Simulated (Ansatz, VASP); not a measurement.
## MgO: VASP beside Ansatz

The input INCAR:

```
PREC = Accurate
ENCUT = 520
EDIFF = 1E-6
ISMEAR = 0
SIGMA = 0.05
LREAL = F
LASPH = T
NELM = 80
ALGO = Normal
ISIF = 2
LWAVE = F
LCHARG = F
GGA = PE
NBANDS = 11
```

The input KPOINTS:

```
Automatic mesh
0
Gamma
  10 10 10
```

File POSCAR:

```
MgO
1.0
    0.0000000000      2.1351500000      2.1351500000
    2.1351500000      0.0000000000      2.1351500000
    2.1351500000      2.1351500000      0.0000000000
Mg O
1 1
Direct
    0.0000000000      0.0000000000      0.0000000000
    0.5000000000      0.5000000000      0.3012954272
```

Input for Ansatz:

```yaml
crystal:
  lattice:
    - [0.0, 2.13515, 2.13515]
    - [2.13515, 0.0, 2.13515]
    - [2.13515, 2.13515, 0.0]
  atoms:
    - { symbol: Mg, position: [0.0, 0.0, 0.0] }
    - { symbol: O, position: [0.5, 0.5, 0.3012954272] }
basis:
  ecutwfc: 420
kpoints:
  mp_grid: { grid: [10, 10, 10] }
hamiltonian:
  xc: pbe
scf:
  occupations: { method: gaussian, width: 0.05 }
output:
  forces: true
  stress: true
  eigenvalues: true
```

Alike in both runs: task single point; functional PBE; k mesh 10 × 10 × 10; occupations gaussian, width 0.05 eV; no spin polarisation.

|  | VASP | Ansatz |
| --- | --- | --- |
| version | VASP 6.6.1 | Ansatz 0.2.0 |
| potentials or method | VASP PAW PBE potentials, release 64 (Mg, O) | scalar-relativistic, plane waves, PAW |
| plane-wave cutoff (eV) | 520 | 420 |
| valence electrons in the cell | 8 | 16 |

|  | VASP | Ansatz | Ansatz less VASP |
| --- | --- | --- | --- |
| gap on the k mesh at the Fermi level (eV) | 4.13 | 4.14 | +0.012 |
| least direct gap on the mesh (eV) | 4.19 | 4.20 | +0.013 |
| rms of the force components (eV/Å) | 2.247 | 2.203 | -0.0442 |

Atom by atom the forces differ by 0.044 eV/Å (rms over components). The two sets of potentials don't hold the same shells in valence.

Caveats: forces of over 1 eV/Å show positions far from the minimum, so gaps and moduli don't describe the material at rest. A k mesh can miss the band edges.
